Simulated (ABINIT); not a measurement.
# TaN (Fm-3m) in ABINIT: notebook

The runs below take TaN through single point, with HSE06.

All numbers are computed with ABINIT 10.8.3 (patched build); they aren't measurements. Logs are shortened: lines on timing, memory, paths and dates and some standing lists are left out, and cuts for length are marked. The log counts tension as positive stress, the text compression.

**1. Starting point**

The structure is cubic, space group Fm-3m (No. 225). The conventional cell has a = 4.423 Å, b = 4.423 Å, c = 4.423 Å, α = 90.00°, β = 90.00°, γ = 90.00°. Around Ta (site symmetry m-3m) lie 6 N at 2.21 Å. N (site symmetry m-3m) has 6 Ta at 2.21 Å as nearest neighbours.

The cell comes from a database or a generator and needn't be the stable form of this composition.

**2. Single point, HSE06**

The input, run.abi:

```
# Pseudopotentials
pp_dirpath "./"
pseudos "73_Ta_13_2.2_2.6_pbe_n_v1.0.psp8, 07_N_5_1.2_1.4_pbe_n_v1.0.psp8"

# Structure
acell 5.9097083415 5.9097083415 5.9097083415
rprim
     0.0000000000     0.7071067812     0.7071067812
     0.7071067812     0.0000000000     0.7071067812
     0.7071067812     0.7071067812     0.0000000000
ntypat 2
znucl 73 7
natom 2
typat 1 2
xred
     0.5000000000     0.5000000000     0.5000000000
     0.0000000000     0.0000000000     0.0000000000

# Plane-wave basis
ecut 35.0

# k points
kptopt 1
ngkpt 6 6 6
nshiftk 1
shiftk 0.0 0.0 0.0

# Exchange and correlation
ixc -428
fockdownsampling 2 2 2
hyb_mixing_sr 0.35

# Bands and occupations
nband 13
occopt 3
tsmear 0.00183747

# SCF cycle
nstep 60
toldfe 1.0e-7

# Output
iomode 3
prtwf 0
prtden 0
prteig 0
prtebands 0
enunit 1
```

Potentials or basis: SPMS NC PBE v1.0.

Launch:

```console
> mpirun --bind-to none -np 4 abinit run.abi > log 2>&1
```

run.abo:

```text
.Version 10.8.3 of ABINIT
 Symmetries : space group Fm -3 m (#225); Bravais cF (face-center cubic)
================================================================================
 Values of the parameters that define the memory need of the present run
     intxc =       0    ionmov =       0      iscf =       7    lmnmax =       8
     lnmax =       8     mgfft =      32  mpssoang =       4    mqgrid =    3001
     natom =       2  nloc_mem =       1    nspden =       1   nspinor =       1
    nsppol =       1      nsym =      48    n1xccc =    2501    ntypat =       2
    occopt =       3   xclevel =       2
       mpw =        1459          nfft =       32768          nkpt =          16
================================================================================
================================================================================

--------------------------------------------------------------------------------
------------- Echo of variables that govern the present computation ------------
--------------------------------------------------------------------------------
 -outvars: echo values of preprocessed input variables --------
            acell      5.9097083415E+00  5.9097083415E+00  5.9097083415E+00 Bohr
              amu      1.80947900E+02  1.40067400E+01
             ecut      3.50000000E+01 Hartree
           enunit           1
 fockdownsampling           2       2       2
   hyb_mixing_sr       3.5000000000E-01
              ixc        -428
         kptrlatt        6    0    0      0    6    0      0    0    6
          kptrlen      3.54582500E+01
            natom           2
            nband          13
          nbandhf          13
            ngfft          32      32      32
             nkpt          16
           nkpthf          27
            nstep          60
             nsym          48
           ntypat           2
           occopt           3
        optforces           0
        optstress           0
           prtden           0
        prtebands           0
           prteig           0
            prtwf           0
            rprim      0.0000000000E+00  7.0710678120E-01  7.0710678120E-01
                       7.0710678120E-01  0.0000000000E+00  7.0710678120E-01
                       7.0710678120E-01  7.0710678120E-01  0.0000000000E+00
          spgroup         225
           toldfe      1.00000000E-07 Hartree
           tsmear      1.83747000E-03 Hartree
            typat      1  2
          usefock           1
           xangst      2.2113229986E+00  2.2113229986E+00  2.2113229986E+00
                       0.0000000000E+00  0.0000000000E+00  0.0000000000E+00
            xcart      4.1787948432E+00  4.1787948432E+00  4.1787948432E+00
                       0.0000000000E+00  0.0000000000E+00  0.0000000000E+00
             xred      5.0000000000E-01  5.0000000000E-01  5.0000000000E-01
                       0.0000000000E+00  0.0000000000E+00  0.0000000000E+00
            znucl       73.00000    7.00000

================================================================================

 chkinp: Checking input parameters for consistency.

[... 99 lines left out ...]
comment   : Summary of ground state results
lattice_vectors:
- [  0.0000000,   4.1787948,   4.1787948, ]
- [  4.1787948,   0.0000000,   4.1787948, ]
- [  4.1787948,   4.1787948,   0.0000000, ]
lattice_lengths: [   5.90971,    5.90971,    5.90971, ]
lattice_angles: [ 60.000,  60.000,  60.000, ] # degrees, (23, 13, 12)
lattice_volume:   1.4594296E+02
convergence: {deltae: -1.297E-08, res2:  1.572E-07, residm:  4.745E-09, diffor:  0.000E+00, }
etotal    :  -7.59114059E+01
entropy   :   0.00000000E+00
fermie    :   4.63154744E-01
cartesian_stress_tensor: null
pressure_GPa: null
xred      :
- [  5.0000E-01,   5.0000E-01,   5.0000E-01, Ta]
- [  0.0000E+00,   0.0000E+00,   0.0000E+00,  N]
cartesian_forces: null
force_length_stats: {min: null, max: null, mean: null, }
...

 Integrated electronic density in atomic spheres:
 ------------------------------------------------
 Atom  Sphere_radius  Integrated_density
    1        2.00000          9.20667152
    2        2.00000          5.41129649
================================================================================

 ----iterations are completed or convergence reached----

 Mean square residual over all n,k,spin=   24.428E-12; max=  47.454E-10
 reduced coordinates (array xred) for    2 atoms
       0.500000000000      0.500000000000      0.500000000000
       0.000000000000      0.000000000000      0.000000000000

 cartesian coordinates (angstrom) at end:
    1      2.21132299855433     2.21132299855433     2.21132299855433
    2      0.00000000000000     0.00000000000000     0.00000000000000
 length scales=  5.909708341500  5.909708341500  5.909708341500 bohr
              =  3.127282975284  3.127282975284  3.127282975284 angstroms
 Fermi (or HOMO) energy (eV) =  12.60308   Average Vxc (eV)= -10.24814
 Eigenvalues (   eV  ) for nkpt=  16  k points:
 kpt#   1, nband= 13, wtk=  0.00463, kpt=  0.0000  0.0000  0.0000 (reduced coord)
 -63.07035  -26.80504  -26.80504  -26.80504   -9.57625    7.54868    7.54868    7.54868
  10.22231   10.22231   10.22231   13.39042   13.39042
 prteigrs : prtvol=0 or 1, do not print more k-points.

--- !EnergyTerms
iteration_state     : {dtset: 1, }
comment             : Components of total free energy in Hartree
kinetic             :  2.42625404761389E+01
hartree             :  7.97075952982818E+00
xc                  : -1.52383530957604E+01
Ewald energy        : -6.16881514947373E+01
psp_core            :  5.66419659249207E+00
local_psp           : -2.72648699463662E+01
non_local_psp+x     : -9.61722036491313E+00
internal            : -7.59110983033179E+01
'-kT*entropy'       : -3.07568527014477E-04
total_energy        : -7.59114058718449E+01
...

--- !EnergyTermsDC
iteration_state     : {dtset: 1, }
comment             : '"Double-counting" decomposition of free energy'
band_energy         : -9.48601173292054E+00
Ewald energy        : -6.16881514947373E+01
psp_core            :  5.66419659249207E+00
xc_dc               : -1.04011265335950E+01
internal            : -7.59110931687608E+01
'-kT*entropy'       : -3.07568527014477E-04
total_energy_dc     : -7.59114007372878E+01
...

== END DATASET(S) ==============================================================
================================================================================

 -outvars: echo values of variables after computation  --------
            acell      5.9097083415E+00  5.9097083415E+00  5.9097083415E+00 Bohr
           etotal     -7.5911405872E+01
            fcart      9.9999999999E+99  9.9999999999E+99  9.9999999999E+99
                       9.9999999999E+99  9.9999999999E+99  9.9999999999E+99
            rprim      0.0000000000E+00  7.0710678120E-01  7.0710678120E-01
                       7.0710678120E-01  0.0000000000E+00  7.0710678120E-01
                       7.0710678120E-01  7.0710678120E-01  0.0000000000E+00
           strten      9.9999999999E+99  9.9999999999E+99  9.9999999999E+99
                       9.9999999999E+99  9.9999999999E+99  9.9999999999E+99
           xangst      2.2113229986E+00  2.2113229986E+00  2.2113229986E+00
                       0.0000000000E+00  0.0000000000E+00  0.0000000000E+00
             xred      5.0000000000E-01  5.0000000000E-01  5.0000000000E-01
                       0.0000000000E+00  0.0000000000E+00  0.0000000000E+00
 Calculation completed.
```

Run time: 9.4 min. Hardware: 4 MPI ranks of Arm Neoverse V2, shared host; peak memory 0.24 GiB.

Results:

```yaml
Free_energy: -2065.6546 eV
Band_gap_on_the_k_mesh: none (metal or under the smearing width)
Valence_electrons_inside_the_program's_atomic_spheres: Ta 9.21; N 5.41
```

Caveat: the k mesh is coarse (spacing up to 0.41 Å⁻¹), so the values aren't converged, least of all with exact exchange; exact exchange is summed on a coarse mesh, which widens gaps by tenths of an eV; Libxc's HSE differs a little from that of other programs; the potentials were made for another functional, which shifts forces and pressure.

**3. Single point, HSE06**

run.abi, as its differences from that of step 2:

```diff
@@ -30,3 +30,3 @@
 fockdownsampling 2 2 2
-hyb_mixing_sr 0.35
+hyb_mixing_sr 0.5
```

Potentials or basis: SPMS NC PBE v1.0.

Launch:

```console
> mpirun --bind-to none -np 4 abinit run.abi > log 2>&1
```

Wall time 7.3 min (4 MPI ranks of Arm Neoverse V2, shared host); peak memory 0.24 GiB.

It converged, with:

| Item | Value |
| --- | --- |
| Free energy | -2065.4710 eV |
| Band gap on the k mesh | none (metal or under the smearing width) |
| Valence electrons inside the program's atomic spheres | Ta 9.17; N 5.43 |

Levels at points of the mesh, in eV from the Fermi level:
```csv
k point,band 7,band 8,band 9,band 10,band 11,band 12
"(0.00, 0.00, 0.00)",-5.63,-5.63,-2.51,-2.51,-2.51,1.11
"(0.50, 0.00, 0.00)",-9.68,-9.68,2.26,2.84,2.84,3.80
"(0.50, 0.50, 0.00)",-6.95,-6.58,-6.58,3.37,4.70,4.70
```

Caveat: the k mesh is coarse (spacing up to 0.41 Å⁻¹), so the values aren't converged, least of all with exact exchange; exact exchange is summed on a coarse mesh, which widens gaps by tenths of an eV; Libxc's HSE differs a little from that of other programs; the potentials were made for another functional, which shifts forces and pressure. The run has no spin-orbit coupling, so splittings on Ta are missing.
